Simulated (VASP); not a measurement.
# C in VASP: further runs

Runs on C. Level: PBE+D3(BJ). Tasks: single point, relaxation of cell and atoms.

Program: VASP 6.6.1. These are calculated values, not measurements. Logs are shortened: lines on timing, memory, paths and dates and some standing lists are left out, and cuts for length are marked.

### 1 Starting point

The cell holds a slab with vacuum, 2 atoms: a = 2.466 Å, b = 2.466 Å, c = 26.002 Å, α = 90.00°, β = 90.00°, γ = 120.00°.

The slab is cut from a database's or a generator's crystal, which needn't be the stable form of the element.

### 2 Single point, PBE+D3(BJ)

INCAR

```
ALGO = Fast
DIPOL = 0.5 0.5 0.500
EDIFF = 1E-6
ENCUT = 520
GGA = PE
IDIPOL = 3
ISIF = 2
ISMEAR = 0
IVDW = 12
LASPH = True
LCHARG = False
LDIPOL = True
LREAL = False
LWAVE = False
NBANDS = 11
NELM = 80
PREC = Accurate
SIGMA = 0.1
```

KPOINTS

```
k-points
0
Gamma
  21 21 1
```

POSCAR

```
C
1.0
    2.4656677093      0.0000000000      0.0000000000
   -1.2328338546      2.1353308736      0.0000000000
    0.0000000000      0.0000000000     26.0024025620
C
2
Direct
    0.6666666667      0.3333333333      0.5000006357
    0.3333333333      0.6666666667      0.4999993643
```

Potentials or basis: VASP PAW PBE potentials, release 64 (C).

Run with:

```bash
cat potpaw_PBE.64/C/POTCAR > POTCAR
mpirun -np 1 vasp_std > vasp.out
```

OUTCAR:

```text
EDIFF = 1E-6
   ENCUT = 520
   GGA = PE
   ISIF = 2
   ISMEAR = 0
   IVDW = 12
   LASPH = True
   LREAL = False
   NELM = 80
   PREC = Accurate
 IVDW          = 12

 ion  position               nearest neighbor table
   1  0.667  0.333  0.500-   2 1.42   2 1.42   2 1.42
   2  0.333  0.667  0.500-   1 1.42   1 1.42   1 1.42

  LATTYP: Found a hexagonal cell.
 ALAT       =     2.4656677093
 C/A-ratio  =    10.5457854130

  Lattice vectors:

 A1 = (   2.4656677093,   0.0000000000,   0.0000000000)
 A2 = (  -1.2328338546,   2.1353308736,   0.0000000000)
 A3 = (   0.0000000000,   0.0000000000,  26.0024025620)

Analysis of symmetry for initial positions (statically):
=====================================================================
 Subroutine PRICEL returns:
 Original cell was already a primitive cell.

 Routine SETGRP: Setting up the symmetry group for a
 hexagonal supercell.

 Subroutine GETGRP returns: Found 24 space group operations
 (whereof 24 operations were pure point group operations)
 out of a pool of 24 trial point group operations.

The static configuration has the point symmetry D_6h.

Analysis of symmetry for dynamics (positions and initial velocities):
=====================================================================
 Subroutine PRICEL returns:
 Original cell was already a primitive cell.

 Routine SETGRP: Setting up the symmetry group for a
 hexagonal supercell.

 Subroutine GETGRP returns: Found 24 space group operations
 (whereof 24 operations were pure point group operations)
 out of a pool of 24 trial point group operations.

The dynamic configuration has the point symmetry D_6h.

 Subroutine INISYM returns: Found 24 space group operations
 (whereof 24 operations are pure point group operations),
 and found     1 'primitive' translations

----------------------------------------------------------------------------------------

                                     Primitive cell

  volume of cell :     136.9031

  direct lattice vectors                    reciprocal lattice vectors
     2.465667709  0.000000000  0.000000000     0.405569654  0.234155749  0.000000000
    -1.232833855  2.135330874  0.000000000     0.000000000  0.468311498  0.000000000
     0.000000000  0.000000000 26.002402562     0.000000000  0.000000000  0.038457985

  length of vectors
     2.465667709  2.465667709 26.002402562     0.468311498  0.468311498  0.038457985

  position of ions in fractional coordinates (direct lattice)
     0.666666667  0.333333333  0.500000636
     0.333333333  0.666666667  0.499999364

  ion indices of the primitive-cell ions
   primitive index   ion index
                 1           1
                 2           2

----------------------------------------------------------------------------------------

 KPOINTS: k-points

Automatic generation of k-mesh.
 Grid dimensions read from file:
 generate k-points for:   21   21    1

 Generating k-lattice:

  Cartesian coordinates                     Fractional coordinates (reciprocal lattice)
     0.019312841  0.011150274  0.000000000     0.047619048 -0.000000000  0.000000000
     0.000000000  0.022300548  0.000000000     0.000000000  0.047619048  0.000000000
     0.000000000  0.000000000  0.038457985     0.000000000  0.000000000  1.000000000

  Length of vectors
     0.022300548  0.022300548  0.038457985

  Shift w.r.t. Gamma in fractional coordinates (k-lattice)
     0.000000000  0.000000000  0.000000000

 Subroutine IBZKPT returns following result:
 ===========================================

 Found     48 irreducible k-points:

 Following reciprocal coordinates:
            Coordinates               Weight
  0.000000  0.000000  0.000000      1.000000
  0.047619  0.000000  0.000000      6.000000
  0.095238 -0.000000  0.000000      6.000000
  0.142857  0.000000  0.000000      6.000000
  0.190476 -0.000000  0.000000      6.000000
  0.238095  0.000000  0.000000      6.000000
[... 16 lines left out ...]
  0.142857  0.095238  0.000000     12.000000
  0.190476  0.095238  0.000000     12.000000
 [... further k-points ...]
   k-points           NKPTS =     48   k-points in BZ     NKDIM =     48   number of bands    NBANDS=     11
   number of dos      NEDOS =    301   number of ions     NIONS =      2
   total plane-waves  NPLWV =  63504
   dimension x,y,z NGX =    18 NGY =   18 NGZ =  196
   dimension x,y,z NGXF=    36 NGYF=   36 NGZF=  392
   ions per type =               2
   NGX,Y,Z   is equivalent  to a cutoff of  12.14, 12.14, 12.53 a.u.
   NGXF,Y,Z  is equivalent  to a cutoff of  24.27, 24.27, 25.06 a.u.
 SYSTEM =  unknown system
   PREC   = accura    normal or accurate (medium, high low for compatibility)
   ISTART =      0    job   : 0-new  1-cont  2-samecut
   ICHARG =      2    charge: 1-file 2-atom 10-const
   ISPIN  =      1    spin polarized calculation?
   LNONCOLLINEAR =      F non collinear calculations
   LSORBIT =      F    spin-orbit coupling
   LASPH  =      T    aspherical Exc in radial PAW
   ENCUT  =  520.0 eV  38.22 Ry    6.18 a.u.   4.58  4.58 48.35*2*pi/ulx,y,z
   NELM   =     80;   NELMIN=  2; NELMDL= -5     # of ELM steps
   EDIFF  = 0.1E-05   stopping-criterion for ELM
   LREAL  =      F    real-space projection
   EDIFFG = 0.1E-04   stopping-criterion for IOM
   NSW    =      0    number of steps for IOM
   IBRION =     -1    ionic relax: 0-MD 1-quasi-New 2-CG
   NFREE  =      0    steps in history (QN), initial steepest desc. (CG)
   ISIF   =      2    stress and relaxation
   ISYM   =      2    0-nonsym 1-usesym 2-fastsym
   POTIM  = 0.5000    time-step for ionic-motion
   TEBEG  =    0.0;   TEEND  =   0.0 temperature during run
   PSTRESS=    0.0 pullay stress
   NELECT =       8.0000    total number of electrons
   NUPDOWN=      -1.0000    fix difference up-down
   EMIN   =  10.00;   EMAX   =-10.00  energy-range for DOS
   EFERMI =   0.00;   METHOD = LEGACY
   ISMEAR =     0;   SIGMA  =   0.10  broadening in eV -4-tet -1-fermi 0-gaus
   EFERMI_NEDOS =   21; number of points for ismear=-14 and -15
   IALGO  =     68    algorithm
   IMIX   =      4    mixing-type and parameters
     AMIX     =   0.40;   BMIX     =  1.00
     AMIX_MAG =   1.60;   BMIX_MAG =  1.00
  volume/ion in A,a.u.               =      68.45       461.93
  Fermi-wavevector in a.u.,A,eV,Ry     =   0.635283  1.200510  5.491097  0.403584
  Thomas-Fermi vector in A             =   1.699564
   LORBIT       =      0    0 simple, 1 ext, 2 COOP (PROOUT), +10 PAW based schemes
   GGA     = PE    functional components
   LHFCALC =     F    Hartree Fock is set to
   AEXX    =    0.0000 exact exchange contribution
   IVDW    =    12    specifies the selected vdW correction
   LEPSILON=     F    determine dielectric tensor
   LRPA    =     F    only Hartree local field effects (RPA)
 non-spin polarized calculation
 RMM-DIIS sequential band-by-band and
 Gauss-broadening in eV      SIGMA  =   0.10
  energy-cutoff  :      520.00
  volume of cell :      136.90
 maximum number of plane-waves:      3740
   NGX =  9   NGY =  9   NGZ = 97

 number of electron       7.9999997 magnetization

 dipolmoment           0.000000      0.000000     -0.000000 electrons x Angstroem

 Free energy of the ion-electron system (eV)
  ---------------------------------------------------
  ext. energy  EPLUGINS =         0.00000000
  ---------------------------------------------------
  free energy    TOTEN  =       -18.45101129 eV

  energy without entropy =      -18.45049955  energy(sigma->0) =      -18.45075542

 E-fermi :  -3.0882     XC(G=0):  -1.6799

 val. band max:       -3.0882393356   @ k =   0.3333   0.3333   0.0000
 cond. band min:      -3.0882393305   @ k =   0.3333   0.3333   0.0000
 fundamental gap:      0.0000000051
 Fermi energy:        -3.0882393322

 k-point     1 :       0.0000    0.0000    0.0000
  band No.  band energies     occupation
      1     -22.6139      2.00000
      2     -10.7081      2.00000
      3      -6.1342      2.00000
      4      -6.1342      2.00000
      5       0.1726      0.00000
      6       0.9426      0.00000
      7       1.2039      0.00000
      8       1.6684      0.00000
      9       1.9625      0.00000
     10       5.2197      0.00000
     11       5.2197      0.00000

 k-point     2 :       0.0476    0.0000    0.0000
  band No.  band energies     occupation
      1     -22.5603      2.00000
      2     -10.6440      2.00000
      3      -6.3544      2.00000
      4      -6.2501      2.00000
      5       0.2453      0.00000
      6       1.0163      0.00000
      7       1.2787      0.00000
      8       1.7429      0.00000
      9       2.0368      0.00000
     10       5.2482      0.00000
     11       5.4524      0.00000

 k-point     3 :       0.0952   -0.0000    0.0000
  band No.  band energies     occupation
      1     -22.3996      2.00000
      2     -10.4524      2.00000
      3      -6.9720      2.00000
      4      -6.5673      2.00000
      5       0.4635      0.00000
      6       1.2377      0.00000
      7       1.5028      0.00000
      8       1.9663      0.00000
      9       2.2597      0.00000
     10       5.2916      0.00000
     11       6.1230      0.00000

 k-point     4 :       0.1429    0.0000    0.0000
  band No.  band energies     occupation
      1     -22.1325      2.00000
      2     -10.1349      2.00000
      3      -7.8878      2.00000
      4      -7.0155      2.00000
      5       0.8272      0.00000
      6       1.6061      0.00000
      7       1.8764      0.00000
      8       2.3372      0.00000
      9       2.6312      0.00000
     10       5.2740      0.00000
     11       6.7821      0.00000

 k-point     5 :       0.1905   -0.0000    0.0000
  band No.  band energies     occupation
      1     -21.7599      2.00000
      2      -9.6947      2.00000
      3      -8.9958      2.00000
      4      -7.5205      2.00000
      5       1.3359      0.00000
      6       2.1206      0.00000
      7       2.3994      0.00000
      8       2.8563      0.00000
      9       3.1510      0.00000
     10       5.1626      0.00000
     11       5.7126      0.00000
[... 211 lines left out ...]
 k-point    21 :       0.4762    0.0476    0.0000
  band No.  band energies     occupation
      1     -17.3367      2.00000
      2     -16.2960      2.00000
      3      -9.6906      2.00000
      4      -5.4000      2.00000
      5      -1.4224      0.00000
      6       4.5234      0.00000
      7       8.0719      0.00000
      8       8.2283      0.00000
      9       8.8668      0.00000
     10       9.1149      0.00000
     11       9.4983      0.00000

 k-point    22 :       0.0952    0.0952    0.0000
  band No.  band energies     occupation
      1     -21.9727      2.00000
      2      -9.9455      2.00000
      3      -8.2320      2.00000
      4      -7.4341      2.00000
      5       1.0456      0.00000
      6       1.8270      0.00000
      7       2.5595      0.00000
      8       2.8542      0.00000
      9       5.7078      0.00000
     10       6.3235      0.00000
     11       7.0950      0.00000

 k-point    23 :       0.1429    0.0952    0.0000
  band No.  band energies     occupation
      1     -21.6009      2.00000
      2      -9.5071      2.00000
      3      -9.1712      2.00000
      4      -8.0384      2.00000
      5       1.5547      0.00000
      6       2.3428      0.00000
      7       2.6502      0.00000
      8       3.3695      0.00000
      9       5.3345      0.00000
     10       5.8764      0.00000
     11       7.8384      0.00000

 k-point    24 :       0.1905    0.0952    0.0000
  band No.  band energies     occupation
      1     -21.1255      2.00000
      2     -10.2662      2.00000
      3      -8.9518      2.00000
      4      -8.6118      2.00000
      5       2.2081      0.00000
      6       2.9976      0.00000
      7       3.2961      0.00000
      8       3.7421      0.00000
      9       4.0427      0.00000
     10       4.2003      0.00000
     11       5.8361      0.00000

 [... further k-points ...]

------------------------ aborting loop because EDIFF is reached ----------------------------------------

 vacuum level on the upper side and lower side of the slab       (xc-potential included)        -0.009        -0.009

 Edisp (eV)   -0.17716

 E8    (eV) :    -0.0555

  FORCE on cell =-STRESS in cart. coord.  units (eV):
  Direction    XX          YY          ZZ          XY          YZ          ZX
  --------------------------------------------------------------------------------------
  -------------------------------------------------------------------------------------
  Total       0.07997     0.07997    -0.01033     0.00000    -0.00000     0.00000
  in kB       0.93594     0.93594    -0.12092     0.00000    -0.00000     0.00000
  external pressure =        0.58 kB  Pullay stress =        0.00 kB

 VOLUME and BASIS-vectors are now :
 -----------------------------------------------------------------------------
  energy-cutoff  :      520.00
  volume of cell :      136.90
      direct lattice vectors                 reciprocal lattice vectors
     2.465667709  0.000000000  0.000000000     0.405569654  0.234155749  0.000000000
    -1.232833855  2.135330874  0.000000000     0.000000000  0.468311498  0.000000000
     0.000000000  0.000000000 26.002402562     0.000000000  0.000000000  0.038457985

 POSITION                                       TOTAL-FORCE (eV/Angst)
 -----------------------------------------------------------------------------------
      1.23283      0.71178     13.00122        -0.000000      0.000000      0.000000
     -0.00000      1.42355     13.00118         0.000000      0.000000      0.000000
 -----------------------------------------------------------------------------------
    total drift:                               -0.000000      0.000000      0.000000

  FREE ENERGIE OF THE ION-ELECTRON SYSTEM (eV)
  ---------------------------------------------------
  free  energy   TOTEN  =       -18.6281725721 eV

  energy  without entropy=      -18.6276608356  energy(sigma->0) =      -18.62791670

 vacuum level on the upper side and lower side of the slab         1.146         1.146
```

Wall time 72 s (1 thread of Intel Xeon 6975P-C (Granite Rapids), shared host); peak memory 0.26 GiB.

Results:

- Free energy: -18.6282 eV
- Band gap on the k mesh: none (metal or under the smearing width)
- Dispersion energy per atom: -0.089 eV

Levels at points of the mesh, in eV from the Fermi level:
```
           k point  band 2  band 3  band 4  band 5  band 6  band 7
(0.00, 0.00, 0.00)   -7.62   -3.05   -3.05    3.26    4.03    4.29
```

### 3 Single point, PBE+D3(BJ)

INCAR

```
SYSTEM = C
ALGO = Fast ; DIPOL = 0.5 0.5 0.500
EDIFF = 1E-7 ; ENCUT = 520
GGA = PE ; IDIPOL = 3
ISIF = 2 ; ISMEAR = 0
IVDW = 12 ; LASPH = .TRUE.
LCHARG = .FALSE. ; LDIPOL = .TRUE.
LREAL = .FALSE. ; LWAVE = .FALSE.
NBANDS = 11 ; NELM = 80
PREC = Accurate ; SIGMA = 0.1
```

KPOINTS

```
k-points
0
G
  21 21 1
  0 0 0
```

POSCAR

```
C
1.0
    2.4649588005      0.0000000000      0.0000000000
   -1.2324794002      2.1347169405      0.0000000000
    0.0000000000      0.0000000000     26.0024025620
C
2
Direct
    0.6666666667      0.3333333333      0.4999769006
    0.3333333333      0.6666666667      0.5000230994
```

Potentials or basis: VASP PAW PBE potentials, release 64 (C).

Run with:

```bash
cat potpaw_PBE.64/C/POTCAR > POTCAR
mpirun -np 1 vasp_std > vasp.out
```

Run time: 78 s. Hardware: 1 thread of Intel Xeon 6975P-C (Granite Rapids), shared host; peak memory 0.26 GiB.

Results (log left out):

- Free energy: -18.6281 eV
- Largest force: 0.020 eV/Å
- Band gap on the k mesh: none (metal or under the smearing width)
- Dispersion energy per atom: -0.089 eV

Forces on the atoms (eV/Å):
```
C    0.000  0.000  0.020
C    0.000  0.000 -0.020
```

Levels at points of the mesh, in eV from the Fermi level:
| k point | band 2 | band 3 | band 4 | band 5 | band 6 | band 7 |
| --- | --- | --- | --- | --- | --- | --- |
| (0.00, 0.00, 0.00) | -7.63 | -3.05 | -3.05 | 3.26 | 4.03 | 4.30 |

### 4 Single point, PBE+D3(BJ)

This run uses another cell than the first one, of 8.83 Å³/atom, 0.129 times its volume.

INCAR

```
SYSTEM = C
  PREC = Accurate
  ENCUT = 520
  EDIFF = 1E-6
  ISMEAR = 0
  SIGMA = 0.02
  LREAL = .FALSE.
  LASPH = .TRUE.
  NELM = 60
  ALGO = Fast
  ISIF = 2
  LWAVE = .FALSE.
  LCHARG = .FALSE.
  GGA = PE
  IVDW = 12
  NBANDS = 11
```

KPOINTS

```
regular mesh
0
G
  15 15 15
  0 0 0
```

POSCAR

```
C
1.0
    1.2324794002      0.7115723135      3.3565020384
   -1.2324794002      0.7115723135      3.3565020384
    0.0000000000     -1.4231446270      3.3565020384
C
2
Direct
    0.1666070172      0.1666070172      0.1666070172
    0.8333929828      0.8333929828      0.8333929828
```

Run with:

```bash
cat potpaw_PBE.64/C/POTCAR > POTCAR
mpirun -np 1 vasp_std > vasp.out
```

It took 48 s on 1 thread of Intel Xeon 6975P-C (Granite Rapids), shared host; peak memory 0.19 GiB.

Results (log left out):

```yaml
Free_energy: -18.7352 eV
Pressure: 0.5 GPa
Band_gap_on_the_k_mesh: 0.65 eV, direct
Dispersion_energy_per_atom: -0.156 eV
```

Stress tensor (GPa, compression positive):
```
 0.73  0.00  0.00
 0.00  0.73  0.00
 0.00  0.00 -0.03
```

Levels at points of the mesh, in eV from the valence-band top:
```csv
k point,band 1,band 2,band 3,band 4,band 5,band 6,band 7,band 8
"(0.00, 0.00, 0.00)",-19.33,-6.23,-2.68,-2.68,4.60,8.70,8.70,11.68
```

Caveat: an odd mesh through Γ misses points on the zone boundary, where band edges often lie.

(Part 1 of 3 ends here.)
